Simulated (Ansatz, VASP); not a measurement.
**I in VASP and in Ansatz**

```
CELL_PARAMETERS angstrom
-2.08938 2.08938 2.08938
2.08938 -2.08938 2.08938
2.08938 2.08938 -2.08938
ATOMIC_POSITIONS crystal
I 0.00000 0.00000 0.00000
```

The real solid is made of molecules; this cell is a model form.

Alike in both runs: task single point; functional PBEsol; k mesh 9 × 9 × 9; occupations gaussian, width 0.1 eV; no spin polarisation.

```csv
,VASP,Ansatz
version,VASP 6.6.1,Ansatz 0.2.0
potentials or method,"VASP PAW PBE potentials, release 64 (I_GW)",Ansatz PAW
plane-wave cutoff (eV),550,420
valence electrons in the cell,7,17
```

Ansatz gave:

- gap on the k mesh at the Fermi level (eV): none
- pressure (GPa): -2.5

What did VASP give for the same quantities?

gap on the k mesh at the Fermi level (eV): none; pressure (GPa): -2.6.

A gap of «none» marks a metal or a gap that the smearing closes. The two sets of potentials don't hold the same shells in valence.

Caveats: an odd number of electrons without spin polarisation forces a metal; a magnetic or distorted state may lie lower; the PAW data sets were made with another functional, which shifts forces and pressure a little (VASP); the PAW data sets come from PBE, with cores solved anew for the run's functional, which leaves a small shift of forces and pressure (Ansatz). Spin-orbit coupling is left out, which matters for the levels of I.
